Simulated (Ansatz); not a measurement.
Set up this calculation in Ansatz 0.2.0, as the native input.

| Property | Result |
| --- | --- |
| Task | band structure |
| Functional | revPBE |
| Potentials or basis | Ansatz PAW |
| Cutoff | 420 eV (not typed: the program's choice for these potentials) |
| k mesh | 11 × 11 × 11 |
| Occupations | fermi-dirac, width 0.05 eV |
| Spin | no spin polarisation |
| Path | [["G", "X", "W", "K", "G", "L", "U", "W", "L", "K"], ["U", "X"]] |
| Points for each segment of the path | 14 |

The system is GaN.

```xyz
2
Lattice="0.0000 2.1352 2.1352 2.1352 0.0000 2.1352 2.1352 2.1352 0.0000" Properties=species:S:1:pos:R:3 pbc="T T T"
Ga    0.0000    0.0000    0.0000
N     2.1352    2.1352    2.1352
```

Measurements of this composition are mostly on another form, of space group No. 186.

These files were run (other wordings do the same):

input.yaml

```yaml
crystal:
  lattice:
    - [0.0, 2.135235, 2.135235]
    - [2.135235, 0.0, 2.135235]
    - [2.135235, 2.135235, 0.0]
  atoms:
    - { symbol: Ga, position: [0.0, 0.0, 0.0] }
    - { symbol: "N", position: [0.5, 0.5, 0.5] }
hamiltonian:
  xc: revpbe
  pseudopotentials: { kind: paw }
kpoints:
  mp_grid: { grid: [11, 11, 11] }
  band_path:
    path:
      - [[0.0, 0.0, 0.0], [0.5, 0.0, 0.5], [0.5, 0.25, 0.75], [0.375, 0.375, 0.75], [0.0, 0.0, 0.0], [0.5, 0.5, 0.5], [0.625, 0.25, 0.625], [0.5, 0.25, 0.75], [0.5, 0.5, 0.5], [0.375, 0.375, 0.75]]
      - [[0.625, 0.25, 0.625], [0.5, 0.0, 0.5]]
    npoints: 14
scf:
  occupations: { method: fermi_dirac, width: 0.05 }
  n_extra_bands: 6
output:
  forces: true
  stress: true
  eigenvalues: true
  fatbands: false
```

Potentials or basis: Ansatz PAW.

Launch:

```bash
$ ansatz run input.yaml --threads 2 --pin off --max-ram 5632MiB --backend cpu --events-out ev --progress --plain --runs-dir out
```

Results of the run:

The pressure is 3.0 GPa. The band gap on the k mesh is 0.62 eV, indirect (least direct gap 2.37 eV). The band gap along the path is 0.48 eV, indirect (least direct gap 2.37 eV).

Caveat: the k mesh misses the band edges, so the gap on the mesh is wider than the one along the path; the pressure holds a Pulay correction of +0.6 GPa for the finite cutoff; the PAW data sets come from PBE, with cores solved anew for the run's functional, which leaves a small shift of forces and pressure.

Run time: 1.4 s on 2 threads of Arm Neoverse V1 (shared host), peak memory 0.27 GiB.
